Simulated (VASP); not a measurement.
# Si (Fd-3m) in VASP: further runs

One crystal, Si, is run at these levels: PBE, LDA; tasks: single point.

All numbers are computed with VASP 6.6.1; they aren't measurements. Logs are shortened: lines on timing, memory, paths and dates and some standing lists are left out, and cuts for length are marked.

### Step 1. The undisturbed crystal

It takes space group Fd-3m (No. 227, cubic). The conventional cell has a = 5.444 Å, b = 5.444 Å, c = 5.444 Å, α = 90.00°, β = 90.00°, γ = 90.00°. Si (site symmetry -43m) has 4 Si at 2.36 Å as nearest neighbours.

### Step 2. Single point, PBE (grid = ENCUT=350 dk=0.9 cell=3x3x3 ISMEAR=0 SIGMA=0.05 LREAL=Auto EDIFF=1e-06)

Input file INCAR:

```
SYSTEM = Si53C
PREC = Accurate
ENCUT = 350
EDIFF = 1E-6
ISMEAR = 0
SIGMA = 0.05
LREAL = Auto
LASPH = .True.
NELM = 120
ALGO = Fast
ISIF = 2
LWAVE = .False.
LCHARG = .False.
GGA = PE
NBANDS = 126
NCORE = 2
KPAR = 1
```

Input file KPOINTS:

```
Automatic mesh
0
Gamma
  1 1 1
  0 0 0
```

Input file POSCAR:

```
Si53C
1.0
    0.0000000000      8.1655535595      8.1655535595
    8.1655535595      0.0000000000      8.1655535595
    8.1655535595      8.1655535595      0.0000000000
C Si
1 53
Direct
    0.1666666667      0.1666666667      0.1666666667
    0.1666666667      0.1666666667      0.5000000000
    0.1666666667      0.1666666667      0.8333333333
    0.1666666667      0.5000000000      0.1666666667
    0.1666666667      0.5000000000      0.5000000000
    0.1666666667      0.5000000000      0.8333333333
    0.1666666667      0.8333333333      0.1666666667
    0.1666666667      0.8333333333      0.5000000000
    0.1666666667      0.8333333333      0.8333333333
    0.5000000000      0.1666666667      0.1666666667
    0.5000000000      0.1666666667      0.5000000000
    0.5000000000      0.1666666667      0.8333333333
    0.5000000000      0.5000000000      0.1666666667
    0.5000000000      0.5000000000      0.5000000000
    0.5000000000      0.5000000000      0.8333333333
    0.5000000000      0.8333333333      0.1666666667
    0.5000000000      0.8333333333      0.5000000000
    0.5000000000      0.8333333333      0.8333333333
    0.8333333333      0.1666666667      0.1666666667
    0.8333333333      0.1666666667      0.5000000000
    0.8333333333      0.1666666667      0.8333333333
    0.8333333333      0.5000000000      0.1666666667
    0.8333333333      0.5000000000      0.5000000000
    0.8333333333      0.5000000000      0.8333333333
    0.8333333333      0.8333333333      0.1666666667
    0.8333333333      0.8333333333      0.5000000000
    0.8333333333      0.8333333333      0.8333333333
    0.2500000000      0.2500000000      0.2500000000
    0.2500000000      0.2500000000      0.5833333333
    0.2500000000      0.2500000000      0.9166666667
    0.2500000000      0.5833333333      0.2500000000
    0.2500000000      0.5833333333      0.5833333333
    0.2500000000      0.5833333333      0.9166666667
    0.2500000000      0.9166666667      0.2500000000
    0.2500000000      0.9166666667      0.5833333333
    0.2500000000      0.9166666667      0.9166666667
    0.5833333333      0.2500000000      0.2500000000
    0.5833333333      0.2500000000      0.5833333333
    0.5833333333      0.2500000000      0.9166666667
    0.5833333333      0.5833333333      0.2500000000
    0.5833333333      0.5833333333      0.5833333333
    0.5833333333      0.5833333333      0.9166666667
    0.5833333333      0.9166666667      0.2500000000
    0.5833333333      0.9166666667      0.5833333333
    0.5833333333      0.9166666667      0.9166666667
    0.9166666667      0.2500000000      0.2500000000
    0.9166666667      0.2500000000      0.5833333333
    0.9166666667      0.2500000000      0.9166666667
    0.9166666667      0.5833333333      0.2500000000
    0.9166666667      0.5833333333      0.5833333333
    0.9166666667      0.5833333333      0.9166666667
    0.9166666667      0.9166666667      0.2500000000
    0.9166666667      0.9166666667      0.5833333333
    0.9166666667      0.9166666667      0.9166666667
```

Potentials or basis: VASP PAW PBE potentials, release 64 (C, Si).

On the command line:

```
cat potpaw_PBE.64/C/POTCAR potpaw_PBE.64/Si/POTCAR > POTCAR
mpirun -np 4 vasp_std > vasp.out
```

OUTCAR:

```text
SYSTEM = Si53C
   PREC = Accurate
   ENCUT = 350
   EDIFF = 1E-6
   ISMEAR = 0
   LREAL = Auto
   LASPH = .True.
   NELM = 120
   ISIF = 2
   GGA = PE

 Found      1 irreducible k-points:

 Following reciprocal coordinates:
            Coordinates               Weight
  0.000000  0.000000  0.000000      1.000000
   k-points           NKPTS =      1   k-points in BZ     NKDIM =      1   number of bands    NBANDS=    126
   number of dos      NEDOS =    301   number of ions     NIONS =     54
   total plane-waves  NPLWV = 343000
   dimension x,y,z NGX =    70 NGY =   70 NGZ =   70
   dimension x,y,z NGXF=   140 NGYF=  140 NGZF=  140
   ions per type =               1  53
   NGX,Y,Z   is equivalent  to a cutoff of  10.08, 10.08, 10.08 a.u.
   NGXF,Y,Z  is equivalent  to a cutoff of  20.15, 20.15, 20.15 a.u.
 SYSTEM =  Si53C
   PREC   = accura    normal or accurate (medium, high low for compatibility)
   ISTART =      0    job   : 0-new  1-cont  2-samecut
   ICHARG =      2    charge: 1-file 2-atom 10-const
   ISPIN  =      1    spin polarized calculation?
   LNONCOLLINEAR =      F non collinear calculations
   LSORBIT =      F    spin-orbit coupling
   LASPH  =      T    aspherical Exc in radial PAW
   ENCUT  =  350.0 eV  25.72 Ry    5.07 a.u.  17.62 17.62 17.62*2*pi/ulx,y,z
   NELM   =    120;   NELMIN=  2; NELMDL= -5     # of ELM steps
   EDIFF  = 0.1E-05   stopping-criterion for ELM
   LREAL  =      T    real-space projection
   EDIFFG = 0.1E-04   stopping-criterion for IOM
   NSW    =      0    number of steps for IOM
   IBRION =     -1    ionic relax: 0-MD 1-quasi-New 2-CG
   NFREE  =      0    steps in history (QN), initial steepest desc. (CG)
   ISIF   =      2    stress and relaxation
   ISYM   =      2    0-nonsym 1-usesym 2-fastsym
   POTIM  = 0.5000    time-step for ionic-motion
   TEBEG  =    0.0;   TEEND  =   0.0 temperature during run
   PSTRESS=    0.0 pullay stress
   NELECT =     216.0000    total number of electrons
   NUPDOWN=      -1.0000    fix difference up-down
   EMIN   =  10.00;   EMAX   =-10.00  energy-range for DOS
   EFERMI =   0.00;   METHOD = LEGACY
   ISMEAR =     0;   SIGMA  =   0.05  broadening in eV -4-tet -1-fermi 0-gaus
   EFERMI_NEDOS =   21; number of points for ismear=-14 and -15
   IALGO  =     68    algorithm
   IMIX   =      4    mixing-type and parameters
     AMIX     =   0.40;   BMIX     =  1.00
     AMIX_MAG =   1.60;   BMIX_MAG =  1.00
  volume/ion in A,a.u.               =      20.16       136.08
  Fermi-wavevector in a.u.,A,eV,Ry     =   0.954766  1.804247 12.402783  0.911579
  Thomas-Fermi vector in A             =   2.083543
   LORBIT       =      0    0 simple, 1 ext, 2 COOP (PROOUT), +10 PAW based schemes
   GGA     = PE    functional components
   LHFCALC =     F    Hartree Fock is set to
   AEXX    =    0.0000 exact exchange contribution
   IVDW    =     0    specifies the selected vdW correction
   LEPSILON=     F    determine dielectric tensor
   LRPA    =     F    only Hartree local field effects (RPA)
 non-spin polarized calculation
 RMM-DIIS sequential band-by-band and
 Gauss-broadening in eV      SIGMA  =   0.05
  energy-cutoff  :      350.00
  volume of cell :     1088.90
 maximum number of plane-waves:     16361
 NGX is ok and might be reduce to    70
   NGX = 35   NGY = 35   NGZ = 35

 number of electron     216.0000000 magnetization

 Free energy of the ion-electron system (eV)
  ---------------------------------------------------
  ext. energy  EPLUGINS =         0.00000000
  ---------------------------------------------------
  free energy    TOTEN  =      -276.89121811 eV

  energy without entropy =     -276.89121792  energy(sigma->0) =     -276.89121802

 E-fermi :   5.9194     XC(G=0):  -9.2869

 val. band max:        5.7344774401   @ k =   0.0000   0.0000   0.0000
 cond. band min:       6.0970674017   @ k =   0.0000   0.0000   0.0000
 fundamental gap:      0.3625899616
 Fermi energy:         5.9194296919

 k-point     1 :       0.0000    0.0000    0.0000
  band No.  band energies     occupation
      1      -6.1707      2.00000
      2      -4.8263      2.00000
      3      -4.8244      2.00000
      4      -4.8244      2.00000
      5      -4.8244      2.00000
      6      -4.7984      2.00000
[... 112 lines left out ...]
    119       7.3028      0.00000
    120       7.3064      0.00000
 [bands above 120 left out]

------------------------ aborting loop because EDIFF is reached ----------------------------------------

  FORCE on cell =-STRESS in cart. coord.  units (eV):
  Direction    XX          YY          ZZ          XY          YZ          ZX
  --------------------------------------------------------------------------------------
  -------------------------------------------------------------------------------------
  Total       11.6553846     11.6553846     11.6553846      0.0000000      0.0000000      0.0000000
  in kB       17.1494541     17.1494541     17.1494541      0.0000000      0.0000000      0.0000000
  external PRESSURE =      17.1494541 kB  Pullay stress =       0.0000000 kB

 VOLUME and BASIS-vectors are now :
 -----------------------------------------------------------------------------
  energy-cutoff  :      350.00
  volume of cell :     1088.90
      direct lattice vectors                 reciprocal lattice vectors
     0.000000000  8.165553559  8.165553559    -0.061232836  0.061232836  0.061232836
     8.165553559  0.000000000  8.165553559     0.061232836 -0.061232836  0.061232836
     8.165553559  8.165553559  0.000000000     0.061232836  0.061232836 -0.061232836

 POSITION                                       TOTAL-FORCE (eV/Angst)
 -----------------------------------------------------------------------------------
      2.72185      2.72185      2.72185         0.000000      0.000000      0.000000
      5.44370      5.44370      2.72185        -0.062684     -0.062684     -0.050177
      8.16555      8.16555      2.72185         0.062684      0.062684     -0.050177
      5.44370      2.72185      5.44370        -0.062684     -0.050177     -0.062684
      8.16555      5.44370      5.44370         0.008926     -0.008926     -0.008926
     10.88740      8.16555      5.44370         0.050177      0.062684     -0.062684
[... 46 lines left out ...]
     12.24833     12.24833     14.97018         0.014317      0.014317     -0.010025
     14.97018     14.97018     14.97018         0.000000      0.000000      0.000000
 -----------------------------------------------------------------------------------
    total drift:                               -0.000000     -0.000000     -0.000000

  FREE ENERGIE OF THE ION-ELECTRON SYSTEM (eV)
  ---------------------------------------------------
  free  energy   TOTEN  =      -276.8912181104 eV

  energy  without entropy=     -276.8912179208  energy(sigma->0) =     -276.89121802
```

It took 63 s on 4 MPI ranks of Intel Xeon Platinum 8259CL at 2.50GHz (Skylake/Cascade Lake), shared host; peak memory 0.31 GiB.

The run converged, but a check on its numbers failed (symmetry, net force, bounds or a known fault of this set-up), so they aren't taken as properties of the crystal.

Caveat: the cutoff lies under the usual one of these potentials, so the numbers hold a large basis-set error.

### Step 3. Single point, LDA (grid = ENCUT=600 dk=0.35 cell=3x3x3 ISMEAR=0 SIGMA=0.05 LREAL=Auto EDIFF=1e-07)

Input file INCAR:

```
PREC = Accurate
ENCUT = 600
EDIFF = 1E-7
ISMEAR = 0
SIGMA = 0.05
LREAL = Auto
LASPH = T
NELM = 120
ALGO = Fast
ISIF = 2
LWAVE = F
LCHARG = F
NBANDS = 126
NCORE = 1
KPAR = 2
```

Input file KPOINTS:

```
Automatic mesh
0
Gamma
  2 2 2
```

Edit POSCAR of step 2 so:

```diff
@@ -1,2 +1,2 @@
-Si53C
+Si
 1.0
@@ -5,4 +5,4 @@
     8.1655535595      8.1655535595      0.0000000000
-C Si
-1 53
+Si
+54
 Direct
```

Potentials or basis: VASP PAW LDA potentials, release 64 (Si).

On the command line:

```
cat potpaw_LDA.64/Si/POTCAR > POTCAR
mpirun -np 4 vasp_std > vasp.out
```

Run time: 7.9 min. Hardware: 4 MPI ranks of Intel Xeon Platinum 8259CL at 2.50GHz (Skylake/Cascade Lake), shared host; peak memory 0.82 GiB.

The run converged. Its results:

* Free energy: -321.0043 eV
* Pressure: -2.1 GPa
* Band gap on the k mesh: 0.61 eV

Levels at points of the mesh, in eV from the valence-band top:
```
           k point  band 105  band 106  band 107  band 108  band 109  band 110  band 111  band 112
(0.00, 0.00, 0.00)     -0.99      0.00      0.00      0.00      0.63      0.63      0.63      0.63
(0.50, 0.00, 0.00)     -0.45     -0.45     -0.45     -0.45      0.97      0.97      0.97      0.97
(0.50, 0.50, 0.00)     -0.56     -0.56     -0.56     -0.56      0.61      0.61      1.63      1.63
```

### Step 4. Single point, LDA (grid = ENCUT=350 dk=1.6 cell=3x3x3 ISMEAR=0 SIGMA=0.05 LREAL=Auto EDIFF=1e-06)

Input file INCAR:

```
PREC = Accurate
ENCUT = 350
EDIFF = 1E-6
ISMEAR = 0
SIGMA = 0.05
LREAL = Auto
LASPH = T
NELM = 120
ALGO = Fast
ISIF = 2
LWAVE = F
LCHARG = F
NBANDS = 126
NCORE = 2
KPAR = 1
```

Input file KPOINTS:

```
Automatic mesh
0
Gamma
  1 1 1
```

POSCAR is that of step 3.

Potentials or basis: VASP PAW LDA potentials, release 64 (Si).

On the command line:

```
cat potpaw_LDA.64/Si/POTCAR > POTCAR
mpirun -np 4 vasp_std > vasp.out
```

OUTCAR:

```text
PREC = Accurate
   ENCUT = 350
   EDIFF = 1E-6
   ISMEAR = 0
   LREAL = Auto
   LASPH = T
   NELM = 120
   ISIF = 2

 Found      1 irreducible k-points:

 Following reciprocal coordinates:
            Coordinates               Weight
  0.000000  0.000000  0.000000      1.000000
   k-points           NKPTS =      1   k-points in BZ     NKDIM =      1   number of bands    NBANDS=    126
   number of dos      NEDOS =    301   number of ions     NIONS =     54
   total plane-waves  NPLWV = 343000
   dimension x,y,z NGX =    70 NGY =   70 NGZ =   70
   dimension x,y,z NGXF=   140 NGYF=  140 NGZF=  140
[... 201 lines left out ...]
  Total       -1.8737173     -1.8737173     -1.8737173      0.0000000      0.0000000     -0.0000000
  in kB       -2.7569428     -2.7569428     -2.7569428      0.0000000      0.0000000     -0.0000000
  external PRESSURE =      -2.7569428 kB  Pullay stress =       0.0000000 kB

 VOLUME and BASIS-vectors are now :
 -----------------------------------------------------------------------------
  energy-cutoff  :      350.00
  volume of cell :     1088.90
      direct lattice vectors                 reciprocal lattice vectors
     0.000000000  8.165553559  8.165553559    -0.061232836  0.061232836  0.061232836
     8.165553559  0.000000000  8.165553559     0.061232836 -0.061232836  0.061232836
     8.165553559  8.165553559  0.000000000     0.061232836  0.061232836 -0.061232836

 POSITION                                       TOTAL-FORCE (eV/Angst)
 -----------------------------------------------------------------------------------
      2.72185      2.72185      2.72185         0.000000      0.000000      0.000000
      5.44370      5.44370      2.72185         0.000000      0.000000      0.000000
      8.16555      8.16555      2.72185         0.000000      0.000000      0.000000
      5.44370      2.72185      5.44370         0.000000      0.000000      0.000000
      8.16555      5.44370      5.44370         0.000000      0.000000      0.000000
     10.88740      8.16555      5.44370         0.000000      0.000000      0.000000
[... 46 lines left out ...]
     12.24833     12.24833     14.97018        -0.000000     -0.000000     -0.000000
     14.97018     14.97018     14.97018        -0.000000     -0.000000     -0.000000
 -----------------------------------------------------------------------------------
    total drift:                                0.000001      0.000001      0.000001

  FREE ENERGIE OF THE ION-ELECTRON SYSTEM (eV)
  ---------------------------------------------------
  free  energy   TOTEN  =      -304.3745990097 eV

  energy  without entropy=     -304.3745990096  energy(sigma->0) =     -304.37459901
```

Wall time 54 s (4 MPI ranks of Intel Xeon Platinum 8259CL at 2.50GHz (Skylake/Cascade Lake), shared host); peak memory 0.25 GiB.

These settings aren't checked as converged: the numbers below hold their error.

Results:

```yaml
Free_energy: -304.3746 eV
Pressure: -0.3 GPa
Band_gap_on_the_k_mesh: 0.57 eV
```

Caveat: the k mesh is coarse (spacing up to 0.67 Å⁻¹), so the values aren't converged; an odd mesh through Γ misses points on the zone boundary, where band edges often lie.

### Step 5. The reference run

An earlier run on the cell as given: functional PBE; potentials or basis VASP PAW PBE potentials, release 64 (Si); cutoff 520 eV; k mesh 8 × 8 × 8; occupations fermi-dirac, width 0.05 eV; no spin polarisation.

- Pressure: 1.3 GPa
- Band gap on the k mesh: 0.63 eV, indirect (least direct gap 2.56 eV)
